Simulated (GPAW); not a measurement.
# Ba (Cmcm) in GPAW: convergence with density grid spacing (A)

Aim: find how far density grid spacing (A) must go before the results for Ba settle, at PBEsol. This setting moves, with any that are tied to it; all else stays.

Program: GPAW 26.7.0. These are calculated values, not measurements. Logs are shortened: lines on timing, memory, paths and dates and some standing lists are left out, and cuts for length are marked. The log counts tension as positive stress, the text compression.

### 1 The structure

It takes space group Cmcm (No. 63, orthorhombic). Conventional cell: a = 7.184 Å, b = 5.034 Å, c = 7.190 Å, α = 90.00°, β = 90.00°, γ = 90.00°. Around Ba (site symmetry m2m) lie 8 Ba at 4.37 to 4.41 Å.

### 2 With density grid spacing (A) 0.24

File run.py:

```python
from ase.dft.bandgap import bandgap
from ase.io import read, write
from ase.units import GPa
from gpaw import GPAW, PW, setup_paths

setup_paths.insert(0, '.')

atoms = read('Ba.xyz')

calc = GPAW(mode=PW(600),
            h=0.24,
            xc='PBEsol',
            kpts={'size': (5, 5, 3), 'gamma': True},
            occupations={'name': 'fermi-dirac', 'width': 0.05},
            nbands=19,
            convergence={'density': 1e-05, 'energy': 1e-05},
            maxiter=100,
            txt='gpaw.txt')
atoms.calc = calc
energy = atoms.get_potential_energy()
forces = atoms.get_forces()
stress = atoms.get_stress()
calc.write('gs.gpw')
write('result.traj', atoms)
print(f'Energy: {energy:.6f} eV')
print('Forces (eV/A):')
print(forces.round(4))
print('Stress (GPa):', (stress / GPa).round(3))
print('Fermi level:', round(calc.get_fermi_level(), 4), 'eV')
print(f'Gap: {bandgap(calc)[0]:.4f} eV, direct: {bandgap(calc, direct=True)[0]:.4f} eV')
```

File Ba.xyz:

```xyz
2
Lattice="3.5917737300 -2.5169042300 0.0000000000 3.5917737300 2.5169042300 0.0000000000 0.0000000000 0.0000000000 7.1900451800" Properties=species:S:1:pos:R:3 pbc="T T T"
Ba     3.5917737300      1.2422128979      5.3925338850
Ba     3.5917737300     -1.2422128979      1.7975112950
```

Potentials or basis: PAW data sets generated in the run's folder for this functional, pw.

Launch:

```sh
> gpaw-setup -f PBEsol Ba
> OMP_NUM_THREADS=1 python run.py
```

Run time: 24 s. Hardware: 1 thread of Arm Neoverse V1, shared host; peak memory 0.19 GiB.

Results:

```
Free energy            : -4.1940 eV
Pressure               : -0.9 GPa
Largest force          : 0.021 eV/Å
Band gap on the k mesh : none (metal or under the smearing width)
```

### 3 With density grid spacing (A) 0.2

run.py, as its differences from that of step 2:

```diff
@@ -10,3 +10,3 @@
 calc = GPAW(mode=PW(600),
-            h=0.24,
+            h=0.2,
             xc='PBEsol',
```

Ba.xyz is that of step 2.

Potentials or basis: PAW data sets generated in the run's folder for this functional, pw.

Launch:

```sh
> gpaw-setup -f PBEsol Ba
> OMP_NUM_THREADS=1 python run.py
```

It took 33 s on 1 thread of Arm Neoverse V1, shared host; peak memory 0.2 GiB.

Results:

```
Free energy            : -4.1945 eV
Pressure               : -0.9 GPa
Largest force          : 0.021 eV/Å
Band gap on the k mesh : none (metal or under the smearing width)
```

### 4 With density grid spacing (A) 0.17

run.py, as its differences from that of step 3:

```diff
@@ -10,3 +10,3 @@
 calc = GPAW(mode=PW(600),
-            h=0.2,
+            h=0.17,
             xc='PBEsol',
```

Ba.xyz is that of step 3.

Launch:

```sh
> gpaw-setup -f PBEsol Ba
> OMP_NUM_THREADS=1 python run.py
```

Run time: 43 s. Hardware: 1 thread of Arm Neoverse V1, shared host; peak memory 0.21 GiB.

Results:

```yaml
Free_energy: -4.1941 eV
Pressure: -0.9 GPa
Largest_force: 0.021 eV/Å
Band_gap_on_the_k_mesh: none (metal or under the smearing width)
```

### 5 With density grid spacing (A) 0.15

run.py, as its differences from that of step 4:

```diff
@@ -10,3 +10,3 @@
 calc = GPAW(mode=PW(600),
-            h=0.17,
+            h=0.15,
             xc='PBEsol',
```

Ba.xyz is that of step 4.

Launch:

```sh
> gpaw-setup -f PBEsol Ba
> OMP_NUM_THREADS=1 python run.py
```

Wall time 49 s (1 thread of Arm Neoverse V1, shared host); peak memory 0.23 GiB.

The run converged. Its results:

| Item | Value |
| --- | --- |
| Free energy | -4.1939 eV |
| Pressure | -0.9 GPa |
| Largest force | 0.021 eV/Å |
| Band gap on the k mesh | none (metal or under the smearing width) |

### 6 With density grid spacing (A) 0.13

run.py, as its differences from that of step 5:

```diff
@@ -10,3 +10,3 @@
 calc = GPAW(mode=PW(600),
-            h=0.15,
+            h=0.13,
             xc='PBEsol',
```

Ba.xyz is that of step 5.

Potentials or basis: PAW data sets generated in the run's folder for this functional, pw.

Launch:

```sh
> gpaw-setup -f PBEsol Ba
> OMP_NUM_THREADS=1 python run.py
```

It took 74 s on 1 thread of Arm Neoverse V1, shared host; peak memory 0.26 GiB.

The run converged. Its results:

| Quantity | Value |
| --- | --- |
| Free energy | -4.1938 eV |
| Pressure | -0.9 GPa |
| Largest force | 0.021 eV/Å |
| Band gap on the k mesh | none (metal or under the smearing width) |

### 7 With density grid spacing (A) 0.11

run.py, as its differences from that of step 6:

```diff
@@ -10,3 +10,3 @@
 calc = GPAW(mode=PW(600),
-            h=0.13,
+            h=0.11,
             xc='PBEsol',
```

Ba.xyz is that of step 6.

Launch:

```sh
> gpaw-setup -f PBEsol Ba
> OMP_NUM_THREADS=1 python run.py
```

Wall time 1.8 min (1 thread of Arm Neoverse V1, shared host); peak memory 0.31 GiB.

The run converged. Its results:

| Quantity | Value |
| --- | --- |
| Free energy | -4.1937 eV |
| Pressure | -0.9 GPa |
| Largest force | 0.021 eV/Å |
| Band gap on the k mesh | none (metal or under the smearing width) |

### 8 With density grid spacing (A) 0.09

run.py, as its differences from that of step 7:

```diff
@@ -10,3 +10,3 @@
 calc = GPAW(mode=PW(600),
-            h=0.11,
+            h=0.09,
             xc='PBEsol',
```

Ba.xyz is that of step 7.

Potentials or basis: PAW data sets generated in the run's folder for this functional, pw.

Launch:

```sh
> gpaw-setup -f PBEsol Ba
> OMP_NUM_THREADS=1 python run.py
```

gpaw.txt:

```text
__  _  _
 | _ |_)|_||  |
 |__||  | ||/\| - 26.7.0

Input parameters:
  mode=PW(ecut=600.0),
  convergence={'density': 1e-05, 'energy': 1e-05},
  h=0.09,
  kpts=MonkhorstPack(size=(5, 5, 3), gamma=True),
  maxiter=100,
  nbands=19,
  occupations=Occupations(name='fermi-dirac', width=0.05),
  xc=XC(name='PBEsol')

Diagonalizing LCAO Hamiltonian
Converting LCAO to pw mode

         Ba

       Ba

Atoms  # Å, Bohr magnetons
|   | symbol |        x |         y |        z |    initial magnetic moments |
|---|--------|----------|-----------|----------|-----------------------------|
| 0 |     Ba | 3.591774 |  1.242213 | 5.392534 | ( 0.0000,  0.0000,  0.0000) |
| 1 |     Ba | 3.591774 | -1.242213 | 1.797511 | ( 0.0000,  0.0000,  0.0000) |

Unit cell  # Å
| periodic |        x |         y |        z |  lengths |    angles |
|----------|----------|-----------|----------|----------|-----------|
|      yes | 3.591774 | -2.516904 | 0.000000 | 4.385846 | 90.000000 |
|      yes | 3.591774 |  2.516904 | 0.000000 | 4.385846 | 90.000000 |
|      yes | 0.000000 |  0.000000 | 7.190045 | 7.190045 | 70.041033 |

Number of symmetries: 4
Symmetry operations  # r_c * U_cc + t_c -> r_c
|   | kind |            matrix            |
|---|------|------------------------------|
| 0 |  E   |  1, 0, 0,  0, 1, 0,  0, 0, 1 |
| 1 |  C2  |  0, 1, 0,  1, 0, 0,  0, 0,-1 |
| 2 |  σ   |  0,-1, 0, -1, 0, 0,  0, 0, 1 |
| 3 |  i   | -1, 0, 0,  0,-1, 0,  0, 0,-1 |

BZ-sampling:
  Number of BZ points: 75
  Number of IBZ points: 24

  Monkhorst-Pack size: [5, 5, 3]
  Monkhorst-Pack shift: [0, 0, 0]

K-points  # in reciprocal-cell coordinates
|     |                                coordinates |     weight |
|-----|--------------------------------------------|------------|
|   0 | (  0.00000000,   0.00000000,   0.00000000) | 0.01333333 |
|   1 | (  0.00000000,   0.00000000,   0.33333333) | 0.02666667 |
|   2 | (  0.20000000,  -0.20000000,  -0.33333333) | 0.02666667 |
|   3 | (  0.20000000,  -0.20000000,   0.00000000) | 0.02666667 |
|   4 | (  0.20000000,  -0.20000000,   0.33333333) | 0.02666667 |
|   5 | (  0.20000000,   0.00000000,  -0.33333333) | 0.05333333 |
|   6 | (  0.20000000,   0.00000000,   0.00000000) | 0.05333333 |
|   7 | (  0.20000000,   0.00000000,   0.33333333) | 0.05333333 |
|   8 | (  0.20000000,   0.20000000,   0.00000000) | 0.02666667 |
|   9 | (  0.20000000,   0.20000000,   0.33333333) | 0.05333333 |
| ... |                                            |            |
|  23 | (  0.40000000,   0.40000000,   0.33333333) | 0.05333333 |

Plane wave coefficients: 4354
Cutoff: 600.0 eV

Spin-components: 1 (collinear spins)
Bands:           19
Projectors:      12
Spin-degeneracy: 2
Datatype:        complex128

Parallelization:
  kpt:    1
  domain: 1
  band:   1

Density:
  Valence electrons: 20.0
  Components: 1
  Grid points: [49 49 80]
  Charge: 0.0  # |e|

Potential:
  Grid points: [49 49 80]

species:
  Ba:
    name:    Barium
    Z:       56.0
    valence: 10
    core:    46
    charge:  0.0  # [|e|]
    compensation charges:
      type: gauss
      rc: 0.37  # [Å]
      lmax: 2
    cutoffs:
      filter: 2.06  # [Å]
      core: 2.33  # [Å]
    projectors
    | kind |    occ | energy [eV] | rcut [Å] |
    |------|--------|-------------|----------|
    |   5s |  2.000 |     -33.673 |    1.164 |
    |   6s |  2.000 |      -3.245 |    1.164 |
    |   5p |  6.000 |     -18.749 |    1.164 |
    |    p |        |       0.000 |    1.164 |
    |    d |        |       0.000 |    1.164 |
    |    d |        |      27.211 |    1.164 |

    Using partial waves for Ba as LCAO basis

Reference energy: -442381.456054  # eV

eigensolver:
  PPCG
  Converge bands: occupied
  niter=2

density mixing:
  MSR1-Mixer
  Pratt-step length: 0.05
  Maximum mixing coefficient: 0.75
  Old densities: 10
  SVD Regularization: 0.005
  Good broyden scale: 1.0
  Trust region scale: 1.0
  Backstep threshold: 4.0
  History deletion threshold: 6.0
  Fourier metric: weight=20.0, sigma=0.015

occupation numbers:
  Fermi-Dirac:
    width: 0.0500  # eV

poisson solver:
  ecut: 4800.0  # eV

xc functional:
  name: PBEsol with 2 nearest neighbor stencil

convergence criteria:
- Maximum integral of absolute [dens]ity change: 1e-05 electrons / valence electron
- Maximum [total energy] change in last 3 cyles: 1e-05 eV / valence electron
- Maximum integral of absolute [eigenst]ate change: 4e-08 eV^2 / valence electron
maximum number of iterations: 100

SCF iterations
|iter     | |      energy | eigst |  dens |
|---------|-|-------------|-------|-------|
|iter:   1| |   -3.987249 | +0.14 |       |
|iter:   2| |   -4.429809 | -0.89 | -1.24 |
|iter:   3| |   -4.166472 | -1.47 | -1.28 |
|iter:   4| |   -4.169877 | -2.88 | -1.57 |
|iter:   5| |   -4.188748 | -2.67 | -1.72 |
|iter:   6| |   -4.183231 | -3.65 | -1.89 |
|iter:   7| |   -4.183269 | -5.49 | -2.77 |
|iter:   8| |   -4.183281c| -6.67 | -3.23 |
|iter:   9| |   -4.183281c| -8.13c| -3.93 |
|iter:  10| |   -4.183281c| -8.74c| -4.96 |
|iter:  11| |   -4.183281c| -9.54c| -5.62c|

Converged in 11 steps
Energy contributions relative to reference atoms: (reference = -442381.456054)

Energy contributions:
  Kinetic:          -1.360474
  Coulomb:           4.663167
  Zero:             -0.077385
  External:          0.000000
  Xc:               -7.398256
  Entropy:          -0.020666
  Spinorbit:         0.000000
  ----------------------------
  Free energy:      -4.193614
  Extrapolated:     -4.183281

dipole moment: (0.000000, -0.000000, 0.000000)  # |e|*Ang

Fermi level: 4.716
Eigenvalues  # (at kpt = [0.000, 0.000, 0.000])
| band index |      eig [eV] | occ [0-2] |
|------------|---------------|-----------|
|          0 |       -24.186 |     2.000 |
|        ... |               |           |
|          2 |        -9.582 |     2.000 |
|          3 |        -9.295 |     2.000 |
|          4 |        -9.163 |     2.000 |
|          5 |        -9.162 |     2.000 |
|          6 |        -9.161 |     2.000 |
|          7 |        -9.161 |     2.000 |
[... 9 lines left out ...]
|         17 |         7.922 |     0.000 |
|         18 |         8.375 |     0.000 |

No gap
No difference between direct/indirect transitions

Forces  # eV/Ang
|       x |        y |        z |
|---------|----------|----------|
| 0.00000 |  0.02063 |  0.00000 |  # Ba   0
| 0.00000 | -0.02063 | -0.00000 |  # Ba   1

Stress tensor  # eV/Ang^3
|        x |         y |         z |
|----------|-----------|-----------|
| 0.006045 |  0.000000 |  0.000000 |
| 0.000000 |  0.005602 | -0.000000 |
| 0.000000 | -0.000000 |  0.005121 |

# Writing to gs.gpw (mode='')
```

It took 3.1 min on 1 thread of Arm Neoverse V1, shared host; peak memory 0.41 GiB.

What came out:

| Item | Value |
| --- | --- |
| Free energy | -4.1936 eV |
| Pressure | -0.9 GPa |
| Largest force | 0.021 eV/Å |
| Band gap on the k mesh | none (metal or under the smearing width) |

### 9 The series at a glance

```tsv
density grid spacing (A)	energy less the tightest run, at zero smearing (meV/atom)	SCF cycles	CPU time (s)	peak memory (GiB)
0.24	-0.18	11	24	0.19
0.2	-0.45	11	33	0.2
0.17	-0.24	11	43	0.21
0.15	-0.16	11	49	0.23
0.13	-0.07	11	74	0.26
0.11	-0.03	11	110	0.31
0.09	0.00	11	190	0.41
```

Against the tightest run, the energy stays within 1 meV/atom from 0.24 on. The tightest run that finished is the yardstick and may itself not be fully converged.
